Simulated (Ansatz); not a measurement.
Ansatz input

```yaml
crystal:
  lattice:
    - [3.2690836758, 0.0, 0.0]
    - [-1.6345418379, 2.8311095104, 0.0]
    - [0.0, 0.0, 5.4318334071]
  atoms:
    - { symbol: Sn, position: [0.3333333333, 0.6666666667, 0.25] }
    - { symbol: Sn, position: [0.6666666667, 0.3333333333, 0.75] }
hamiltonian:
  xc: rpbe
  pseudopotentials:
    kind: paw
    azcp:
      Sn: "pseudopotentials/Sn.paw.azcp"
basis:
  ecutwfc: 420
  fft_grid_basis: typed
kpoints:
  mp_grid: { grid: [12, 12, 6], shift: [0, 0, 0] }
magnetization:
  spin_polarized: false
scf:
  occupations: { method: fermi_dirac, width: 0.1 }
  lower_state_search: "off"
output:
  stress: true
  write_density: true
  write_potential: true
  elf: true
  volumetric_format: npy
```

Terminal output

```
Engine: ansatz 0.2.0, x86_64-unknown-linux-gnu
Pseudopotentials: kind: paw
Pseudopotential: Sn, paw, valence charge 14, recommended cutoff 420 eV (normal) 
Functional definition: RPBE
  parameter kappa = 0.804
  parameter beta = 0.06672455060314922
  exchange = rpbe_x(kappa = kappa, mu = beta*pi^2/3)
  correlation = pbe_c(beta = beta)
Crystal: 2 atoms, lattice volume = 50.272 Å³
Basis set: ecut = 420 eV, 1003 PW (Γ)
Bands: 18, of which v1, the nominal top of the filled ones, is band 14 counted from 1 (13 counted from 0)
Symmetry: 24 space group operations
Space group: P63/mmc (ITA 194), of the structure as read, at distance tolerance 3.7e-5 Å
k-points: 76 of 864
Non-local potential: Sn, projectors of the file, l = 0: 2, l = 1: 2, l = 2: 2, l = 3: 2
PAW form: soft (Blöchl's): semilocal exchange-correlation on the pseudo side does not see the compensation charge
PAW frozen core: Sn, regenerated for the run's functional, and the local potential with it (the file was generated under x = pbe(κ = 0.804, μ = 0.2195149727645171), c = pbe(β = 0.06672455060314922))
PAW one-centre angular grid: Sn, 590 points (default); XC on 64 Gauss nodes
Initial density: superposition of atomic densities (neutral atoms: chi_scale 0, normalization atom), corrected by the library's trained network
Initial wavefunctions: pseudopotential atomic-orbital guess
Functional: x = rpbe, c = pbe(β = 0.06672455060314922)
SCF iter   1: F=—  HF=-12065.291049 eV  |F-HF|=—  |Δ(HF+E_count)|=         —  Δρ=3.15e-3  dr2=2.45e-3  ethr=1.77e-3  ⟨swp⟩=5.5  Hψ=6526  notcnv=0
SCF iter   2: F=—  HF=-12065.289469 eV  |F-HF|=—  |Δ(HF+E_count)|=   1.58e-3  Δρ=1.14e-3  dr2=3.54e-4  ethr=8.75e-6  ⟨swp⟩=2.0  Hψ=2869  notcnv=0
SCF iter   3: F=—  HF=-12065.289553 eV  |F-HF|=—  |Δ(HF+E_count)|=   8.41e-5  Δρ=5.60e-4  dr2=9.57e-5  ethr=1.26e-6  ⟨swp⟩=1.0  Hψ=1358  notcnv=0
SCF iter   4: F=—  HF=-12065.289591 eV  |F-HF|=—  |Δ(HF+E_count)|=   3.74e-5  Δρ=7.37e-5  dr2=2.48e-6  ethr=3.42e-7  ⟨swp⟩=2.0  Hψ=1657  notcnv=0
iter 5 did not close the SCF: its close was put off for the readings that it lacked (scf_convergence_deferred on its scf_iter line)
SCF iter   5: F=-12065.289590 eV  HF=-12065.289590 eV  |F-HF|=2.33e-10  |Δ(HF+E_count)|=   3.44e-7  Δρ=7.20e-6  dr2=2.90e-8  ethr=8.87e-9  ⟨swp⟩=2.1  Hψ=2386  notcnv=0
SCF iter   6: F=-12065.289590 eV  HF=-12065.289590 eV  |F-HF|=6.91e-10  |Δ(HF+E_count)|=   7.30e-9  Δρ=1.79e-6  dr2=1.11e-9  ethr=1.04e-10  ⟨swp⟩=6.2  Hψ=8007  notcnv=0
SCF 1 converged in 6 iterations: F = -12065.289590 eV  dr2 = 1.11e-9
SCF converged after 6 iterations
Free energy (F): -12065.289590 eV
Harris-Foulkes:  -12065.289590 eV  (|F-HF|=6.91e-10)
Internal energy: -12065.251138 eV  (E = F + TS)
E sigma→0 (E₀):  -12065.270364 eV
Entropy (-TS):   -0.038453 eV (-19.226 meV/atom)
Fermi energy:    12.161995 eV
--- Per-component energies (eV) ---
  E_band       = -127.867815
  E_kinetic    = 373.489900
  E_local      = -1535.107023  (includes V_loc(G=0)·N_el)
  E_nonlocal   = -66.482306
  E_hartree    = 999.662276
  E_xc         = -767.854975
  E_vxc        = -192.518035  (∫ρ·V_xc dr)
  E_paw        = -8286.425539  (= ΣΔE_a)
  E_vpaw       = -706.575523  (= ΣTr[D̂ρ^β])
  E_aug_tail   = -0.000001  (compensation charges beyond the density's cutoff)
  E_ewald      = -2782.586024
  E_core_change = 0.052555  (= ΣΔE_core)
  E_smearing   = -0.038453  (= −TS)
  E_closure    = 0.000000  (closes the sum)
  Σ components = -12065.289590   (vs F -12065.289590, Δ=0.00e0)
--- Stress (GPa, compression-positive) ---
        8.197369      -0.000000       0.000000
        0.000000       8.197369       0.000000
        0.000000       0.000000       6.417007
  P = ⅓ Tr σ = 7.6039 GPa (76.039 kbar)
--- Band table (eV; the first three rows and the last of 76) ---
  k-point 0: bands = ["-9.4602", "-9.4589", "-9.4409", "-9.4409", "-9.4277", "-9.4277", "-9.3792", "-9.3792", "-9.2690", "-9.2690", "0.5087", "5.1489", "7.1118", "18.6760", "18.6760", "20.4166", "20.5196", "20.5196"]
  k-point 1: bands = ["-9.4595", "-9.4584", "-9.4456", "-9.4456", "-9.4313", "-9.4313", "-9.3662", "-9.3662", "-9.2737", "-9.2737", "0.6580", "4.1801", "8.3808", "18.6147", "18.8001", "18.8001", "20.4358", "20.4358"]
  k-point 2: bands = ["-9.4580", "-9.4573", "-9.4502", "-9.4502", "-9.4398", "-9.4398", "-9.3390", "-9.3390", "-9.2878", "-9.2878", "1.1069", "2.8983", "10.5572", "15.8092", "19.1509", "19.1509", "20.1393", "20.1393"]
  k-point 75: bands = ["-9.4639", "-9.4639", "-9.3927", "-9.3927", "-9.3519", "-9.3519", "-9.3481", "-9.3481", "-9.2634", "-9.2634", "7.2039", "7.2039", "9.0599", "9.0599", "10.0472", "10.0472", "17.5458", "17.5458"]
```

Launched by

```sh
ansatz run input.yaml --threads 2 --pin off --max-ram 5120MiB --backend cpu --events-out ev --progress --plain --runs-dir out
```

On 2 threads of AMD EPYC 9R45 (Zen 5) (shared host) this took about 1.3 s of wall time and 2.1 s of CPU time.
